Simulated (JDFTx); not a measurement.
# TePt (P6_3/mmc) in JDFTx: equation of state

Aim: energy against volume of TePt in PBEsol, for its equilibrium volume and stiffness.

All numbers are computed with JDFTx 1.7.0 (patched build); they aren't measurements. Logs are shortened: lines on timing, memory, paths and dates and some standing lists are left out, and cuts for length are marked. The log counts tension as positive stress, the text compression.

### Step 1. Starting point

Symmetry: P6_3/mmc, No. 194, hexagonal system. Conventional cell: a = 4.263 Å, b = 4.263 Å, c = 5.662 Å, α = 90.00°, β = 90.00°, γ = 120.00°. Pt (site symmetry -3m) is surrounded by 2 Pt at 2.83 Å and 6 Te at 2.84 Å. Te (site symmetry -6m2) has 6 Pt at 2.84 Å as nearest neighbours.

Measurements of this composition are mostly on another form, of space group No. 166.

### Step 2. Equation of state, PBEsol, 20.94 Å³/atom (volume scaled by 0.94)

Input file TePt.in:

```
lattice \
    7.8912277150    -3.9456138575     0.0000000000 \
    0.0000000000     6.8340036681     0.0000000000 \
    0.0000000000     0.0000000000    10.4807843347
coords-type Lattice
ion Pt     0.0000000000     0.0000000000     0.0000000000 1
ion Pt     0.0000000000     0.0000000000     0.5000000000 1
ion Te     0.3333333333     0.6666666667     0.2500000000 1
ion Te     0.6666666667     0.3333333333     0.7500000000 1

ion-species pseudo/Pt.upf
ion-species pseudo/Te.upf
elec-cutoff 42 336
elec-ex-corr gga-PBEsol
kpoint-folding 7 7 5
elec-smearing Fermi 0.0018374661
elec-n-bands 44
electronic-SCF nIterations 100 energyDiffThreshold 1e-09
electronic-minimize nIterations 30 energyDiffThreshold 1e-7
forces-output-coords Cartesian

dump-name run.$VAR
dump End Ecomponents EigStats BandEigs Kpoints Forces Stress
```

Potentials or basis: PseudoDojo-SR-PBEsol-0.4.1-standard with smoothed tails.

Started as:

```bash
jdftx -c 1 -i TePt.in -o TePt.out
```

Log:

```text
*************** JDFTx 1.7.0 (patched build) ***************

Input parsed successfully to the following command list (including defaults):
[... the input with its defaults ...]

---------- Setting up symmetries ----------

Found 24 point-group symmetries of the bravais lattice
Found 24 space-group symmetries with basis
Applied RMS atom displacement 3.22158e-10 bohrs to make symmetries exact.

---------- Initializing the Grid ----------
R =
[      7.89123     -3.94561            0  ]
[            0        6.834            0  ]
[            0            0      10.4808  ]
unit cell volume = 565.215
G =
[   0.796224     0.4597         -0  ]
[          0     0.9194          0  ]
[          0         -0   0.599496  ]
Minimum fftbox size, Smin = [  68  68  88  ]
Chosen fftbox size, S = [  70  70  90  ]

---------- Initializing tighter grid for wavefunction operations ----------
R =
[      7.89123     -3.94561            0  ]
[            0        6.834            0  ]
[            0            0      10.4808  ]
unit cell volume = 565.215
G =
[   0.796224     0.4597         -0  ]
[          0     0.9194          0  ]
[          0         -0   0.599496  ]
Minimum fftbox size, Smin = [  48  48  64  ]
Chosen fftbox size, S = [  48  48  64  ]

---------- Exchange Correlation functional ----------
Initalized PBEsol GGA exchange.
Initalized PBEsol GGA correlation.

---------- Setting up pseudopotentials ----------
Width of ionic core gaussian charges (only for fluid interactions / plotting) set to 0

Reading pseudopotential file 'pseudo/Pt.upf':
  'Pt' pseudopotential, 'PBESOL' functional
  Generated using ONCVPSP code by D. R. Hamann
  18 valence electrons, 4 orbitals, 8 projectors, 1001 radial grid points, with lMax = 3
    5S    l: 0   occupation:  2.0   eigenvalue: -3.744084
    5P    l: 1   occupation:  6.0   eigenvalue: -2.059473
    5D    l: 2   occupation:  9.0   eigenvalue: -0.226650
    6S    l: 0   occupation:  1.0   eigenvalue: -0.209389
  Core radius for overlap checks: 1.88 bohrs.

Reading pseudopotential file 'pseudo/Te.upf':
  'Te' pseudopotential, 'PBESOL' functional
  Generated using ONCVPSP code by D. R. Hamann
  16 valence electrons, 3 orbitals, 6 projectors, 1001 radial grid points, with lMax = 2
    4D    l: 2   occupation: 10.0   eigenvalue: -1.528329
    5S    l: 0   occupation:  2.0   eigenvalue: -0.556831
    5P    l: 1   occupation:  4.0   eigenvalue: -0.219319
  Core radius for overlap checks: 2.04 bohrs.

Initialized 2 species with 4 total atoms.

Folded 1 k-points by 7x7x5 to 245 k-points.

---------- Setting up k-points, bands, fillings ----------
Reduced to 24 k-points under symmetry.
Computing the number of bands and number of electrons
Calculating initial fillings.
nElectrons:  68.000000   nBands: 44   nStates: 24

----- Setting up reduced wavefunction bases (one per k-point) -----
average nbasis = 7347.637 , ideal nbasis = 7348.209

---------- Setting up ewald sum ----------
Optimum gaussian width for ewald sums = 2.618010 bohr.
Real space sum over 1089 unit cells with max indices [  5  5  4  ]
Reciprocal space sum over 2873 terms with max indices [  6  6  8  ]

---------- Allocating electronic variables ----------
Initializing wave functions:  linear combination of atomic orbitals
Note: number of bands (44) exceeds available atomic orbitals (38)
Pt pseudo-atom occupations:   s ( 2 0 )  p ( 6 )  d ( 10 )
Te pseudo-atom occupations:   s ( 2 )  p ( 4 )  d ( 10 )
	FillingsUpdate:  mu: +0.629587323  nElectrons: 68.000000
LCAOMinimize: Iter:   0  F: -428.5283095012289323  |grad|_K:  7.833e-03  alpha:  1.000e+00
	FillingsUpdate:  mu: +0.686409941  nElectrons: 68.000000
LCAOMinimize: Iter:   1  F: -428.9795064822410495  |grad|_K:  2.483e-03  alpha:  4.304e-01  linmin:  2.066e-01  cgtest: -1.005e+00
LCAOMinimize: 	Bad step direction: g.d > 0.
[... 12 lines of inner loops ...]
LCAOMinimize: Iter:   6  F: -429.0313866044483007  |grad|_K:  4.105e-07  alpha:  8.750e-01  linmin:  8.057e-05  cgtest: -4.930e-04
	FillingsUpdate:  mu: +0.645089450  nElectrons: 68.000000
LCAOMinimize: Iter:   7  F: -429.0313866061666772  |grad|_K:  1.758e-07  alpha:  4.384e-01  linmin:  1.238e-05  cgtest:  2.133e-05
LCAOMinimize: Converged (|Delta F|<1.000000e-06 for 2 iters).

-------- Electronic minimization -----------
Will mix electronic density at each iteration.
	FillingsUpdate:  mu: +0.645089450  nElectrons: 68.000000
	FillingsUpdate:  mu: +0.630074373  nElectrons: 68.000000
SCF: Cycle:  0   F: -429.195223292390779   dF: -1.638e-01   |Residual|: 1.462e-01   |deigs|: 1.078e-01
	FillingsUpdate:  mu: +0.618750791  nElectrons: 68.000000
SCF: Cycle:  1   F: -429.212792830702938   dF: -1.757e-02   |Residual|: 4.901e-02   |deigs|: 1.967e-02
	FillingsUpdate:  mu: +0.619373369  nElectrons: 68.000000
SCF: Cycle:  2   F: -429.215681425018431   dF: -2.889e-03   |Residual|: 2.536e-02   |deigs|: 6.192e-03
	FillingsUpdate:  mu: +0.618118058  nElectrons: 68.000000
SCF: Cycle:  3   F: -429.215868955592043   dF: -1.875e-04   |Residual|: 4.600e-03   |deigs|: 2.970e-03
	FillingsUpdate:  mu: +0.618266819  nElectrons: 68.000000
SCF: Cycle:  4   F: -429.215873515570195   dF: -4.560e-06   |Residual|: 9.901e-04   |deigs|: 5.006e-04
	FillingsUpdate:  mu: +0.618337736  nElectrons: 68.000000
SCF: Cycle:  5   F: -429.215874367904064   dF: -8.523e-07   |Residual|: 3.625e-04   |deigs|: 1.192e-04
	FillingsUpdate:  mu: +0.618345572  nElectrons: 68.000000
SCF: Cycle:  6   F: -429.215874482756533   dF: -1.149e-07   |Residual|: 1.085e-04   |deigs|: 1.805e-05
	FillingsUpdate:  mu: +0.618347852  nElectrons: 68.000000
SCF: Cycle:  7   F: -429.215874523532932   dF: -4.078e-08   |Residual|: 3.574e-05   |deigs|: 1.143e-05
	FillingsUpdate:  mu: +0.618349036  nElectrons: 68.000000
SCF: Cycle:  8   F: -429.215874534880868   dF: -1.135e-08   |Residual|: 1.302e-05   |deigs|: 4.335e-06
	FillingsUpdate:  mu: +0.618349657  nElectrons: 68.000000
SCF: Cycle:  9   F: -429.215874538886055   dF: -4.005e-09   |Residual|: 6.357e-06   |deigs|: 4.309e-06
	FillingsUpdate:  mu: +0.618349570  nElectrons: 68.000000
SCF: Cycle: 10   F: -429.215874540130812   dF: -1.245e-09   |Residual|: 3.439e-06   |deigs|: 2.831e-06
	FillingsUpdate:  mu: +0.618349725  nElectrons: 68.000000
SCF: Cycle: 11   F: -429.215874540580558   dF: -4.497e-10   |Residual|: 1.905e-06   |deigs|: 2.191e-06
	FillingsUpdate:  mu: +0.618349646  nElectrons: 68.000000
SCF: Cycle: 12   F: -429.215874540750008   dF: -1.695e-10   |Residual|: 1.208e-06   |deigs|: 1.877e-06
SCF: Converged (|Delta E|<1.000000e-09 for 2 iters).

Setting wave functions to eigenvectors of Hamiltonian

# Stress tensor in Cartesian coordinates [Eh/a0^3]:
[ -0.000142785            0            0  ]
[            0 -0.000142785            0  ]
[            0            0 -8.46293e-05  ]

# Ionic positions in lattice coordinates:
ion Pt   0.000000000000000   0.000000000000000   0.000000000000000 1
ion Pt   0.000000000000000   0.000000000000000   0.500000000000000 1
ion Te   0.333333333333333   0.666666666666667   0.250000000000000 1
ion Te   0.666666666666667   0.333333333333333   0.750000000000000 1

# Forces in Cartesian coordinates:
force Pt   0.000000000000000   0.000000000000000   0.000000000000000 1
force Pt   0.000000000000000   0.000000000000000   0.000000000000000 1
force Te  -0.000000000000000  -0.000000000000000   0.000000000000000 1
force Te   0.000000000000000  -0.000000000000000   0.000000000000000 1

# Energy components:
   Eewald =     -311.3808566140341441
       EH =       97.7856198198760040
     Eloc =     -306.0730119137462566
      Enl =      -43.6381773476779600
      Exc =      -96.2180871366269059
 Exc_core =       41.2827792671906337
       KE =      189.0266319493769345
-------------------------------------
     Etot =     -429.2151019756416872
       TS =        0.0007725651083097
-------------------------------------
        F =     -429.2158745407500078

IonicMinimize: Iter:   0  F: -429.215874540750008  |grad|_K:        nan
IonicMinimize: None of the convergence criteria satisfied after 0 iterations.

#--- Lowdin population analysis ---
# oxidation-state Pt +0.085 +0.085
# oxidation-state Te +0.120 +0.120

Dumping 'run.eigStats' ...
	eMin: -3.010108 at state 0 ( [ +0.000000 +0.000000 +0.000000 ] spin 0 )
	HOMO: +0.616002 at state 19 ( [ +0.142857 +0.428571 +0.200000 ] spin 0 )
	mu  : +0.618350
	LUMO: +0.618889 at state 13 ( [ +0.142857 +0.142857 +0.200000 ] spin 0 )
	eMax: +1.014478 at state 19 ( [ +0.142857 +0.428571 +0.200000 ] spin 0 )
	HOMO-LUMO gap: +0.002886
	Optical gap  : +0.003529 at state 13 ( [ +0.142857 +0.142857 +0.200000 ] spin 0 )
Done!
```

Wall time 7.3 min (1 thread of Arm Neoverse V1, shared host); peak memory 0.48 GiB.

What came out:

```yaml
Free_energy: -11679.5589 eV
Pressure: 3.6 GPa
Band_gap_on_the_k_mesh: none (metal or under the smearing width)
```

### Step 3. Equation of state, PBEsol, 21.38 Å³/atom (volume scaled by 0.96)

TePt.in, as its differences from that of step 2:

```diff
@@ -1,5 +1,5 @@
 lattice \
-    7.8912277150    -3.9456138575     0.0000000000 \
-    0.0000000000     6.8340036681     0.0000000000 \
-    0.0000000000     0.0000000000    10.4807843347
+    7.9468015722    -3.9734007861     0.0000000000 \
+    0.0000000000     6.8821320402     0.0000000000 \
+    0.0000000000     0.0000000000    10.5545951069
 coords-type Lattice
```

Potentials or basis: PseudoDojo-SR-PBEsol-0.4.1-standard with smoothed tails.

Started as:

```bash
jdftx -c 1 -i TePt.in -o TePt.out
```

It took 7.3 min on 1 thread of Arm Neoverse V1, shared host; peak memory 0.49 GiB.

It converged, with:

```
Free energy            : -11679.5820 eV
Pressure               : 0.5 GPa
Band gap on the k mesh : none (metal or under the smearing width)
```

### Step 4. Equation of state, PBEsol, 21.83 Å³/atom (volume scaled by 0.98)

TePt.in, as its differences from that of step 3:

```diff
@@ -1,5 +1,5 @@
 lattice \
-    7.9468015722    -3.9734007861     0.0000000000 \
-    0.0000000000     6.8821320402     0.0000000000 \
-    0.0000000000     0.0000000000    10.5545951069
+    8.0016088321    -4.0008044161     0.0000000000 \
+    0.0000000000     6.9295965197     0.0000000000 \
+    0.0000000000     0.0000000000    10.6273877184
 coords-type Lattice
```

Started as:

```bash
jdftx -c 1 -i TePt.in -o TePt.out
```

Run time: 7.4 min. Hardware: 1 thread of Arm Neoverse V1, shared host; peak memory 0.5 GiB.

It converged, with:

* Free energy: -11679.5726 eV
* Pressure: -2.2 GPa
* Band gap on the k mesh: none (metal or under the smearing width)

### Step 5. Equation of state, PBEsol, 22.28 Å³/atom

TePt.in, as its differences from that of step 4:

```diff
@@ -1,5 +1,5 @@
 lattice \
-    8.0016088321    -4.0008044161     0.0000000000 \
-    0.0000000000     6.9295965197     0.0000000000 \
-    0.0000000000     0.0000000000    10.6273877184
+    8.0556753968    -4.0278376984     0.0000000000 \
+    0.0000000000     6.9764195382     0.0000000000 \
+    0.0000000000     0.0000000000    10.6991965703
 coords-type Lattice
```

Started as:

```bash
jdftx -c 1 -i TePt.in -o TePt.out
```

Wall time 7.4 min (1 thread of Arm Neoverse V1, shared host); peak memory 0.52 GiB.

It converged, with:

* Free energy: -11679.5346 eV
* Pressure: -4.6 GPa
* Band gap on the k mesh: none (metal or under the smearing width)

### Step 6. Equation of state, PBEsol, 22.72 Å³/atom (volume scaled by 1.02)

TePt.in, as its differences from that of step 5:

```diff
@@ -1,5 +1,5 @@
 lattice \
-    8.0556753968    -4.0278376984     0.0000000000 \
-    0.0000000000     6.9764195382     0.0000000000 \
-    0.0000000000     0.0000000000    10.6991965703
+    8.1090257953    -4.0545128976     0.0000000000 \
+    0.0000000000     7.0226223385     0.0000000000 \
+    0.0000000000     0.0000000000    10.7700542417
 coords-type Lattice
```

Potentials or basis: PseudoDojo-SR-PBEsol-0.4.1-standard with smoothed tails.

Started as:

```bash
jdftx -c 1 -i TePt.in -o TePt.out
```

Wall time 7.5 min (1 thread of Arm Neoverse V1, shared host); peak memory 0.53 GiB.

Results (log left out):

| Property | Result |
| --- | --- |
| Free energy | -11679.4714 eV |
| Pressure | -6.7 GPa |
| Band gap on the k mesh | none (metal or under the smearing width) |

### Step 7. Equation of state, PBEsol, 23.17 Å³/atom (volume scaled by 1.04)

TePt.in, as its differences from that of step 6:

```diff
@@ -1,5 +1,5 @@
 lattice \
-    8.1090257953    -4.0545128976     0.0000000000 \
-    0.0000000000     7.0226223385     0.0000000000 \
-    0.0000000000     0.0000000000    10.7700542417
+    8.1616832823    -4.0808416411     0.0000000000 \
+    0.0000000000     7.0682250600     0.0000000000 \
+    0.0000000000     0.0000000000    10.8399916185
 coords-type Lattice
```

Started as:

```bash
jdftx -c 1 -i TePt.in -o TePt.out
```

It took 7.8 min on 1 thread of Arm Neoverse V1, shared host; peak memory 0.53 GiB.

It converged, with:

* Free energy: -11679.3861 eV
* Pressure: -8.6 GPa
* Band gap on the k mesh: none (metal or under the smearing width)

### Step 8. Equation of state, PBEsol, 23.61 Å³/atom (volume scaled by 1.06)

TePt.in, as its differences from that of step 7:

```diff
@@ -1,5 +1,5 @@
 lattice \
-    8.1616832823    -4.0808416411     0.0000000000 \
-    0.0000000000     7.0682250600     0.0000000000 \
-    0.0000000000     0.0000000000    10.8399916185
+    8.2136699279    -4.1068349638     0.0000000000 \
+    0.0000000000     7.1132468157     0.0000000000 \
+    0.0000000000     0.0000000000    10.9090380127
 coords-type Lattice
```

Started as:

```bash
jdftx -c 1 -i TePt.in -o TePt.out
```

Wall time 7.5 min (1 thread of Arm Neoverse V1, shared host); peak memory 0.53 GiB.

Results (log left out):

| Quantity | Value |
| --- | --- |
| Free energy | -11679.2812 eV |
| Pressure | -10.3 GPa |
| Band gap on the k mesh | none (metal or under the smearing width) |

### Step 9. Equation of state, PBEsol

Potentials or basis: PseudoDojo-SR-PBEsol-0.4.1-standard with smoothed tails.

This step only gathers the single runs of the series.

Results:

```yaml
Equilibrium_volume: 21.47 Å³/atom
Bulk_modulus_at_fixed_shape_and_positions: 137 GPa
Pressure_derivative_of_the_bulk_modulus: 5.1
```

Energy against volume, from the lowest point:
```tsv
volume (Å³/atom)	energy (meV/atom)
20.939	5.77
21.385	0.00
21.830	2.35
22.276	11.85
22.721	27.65
23.167	48.99
23.612	75.20
```

Caveat: the cell was scaled at fixed shape and fractional positions, which overstates the stiffness of a crystal with free parameters, most of all of layers and chains. Spin-orbit coupling is left out, which matters for the levels of Pt, Te.
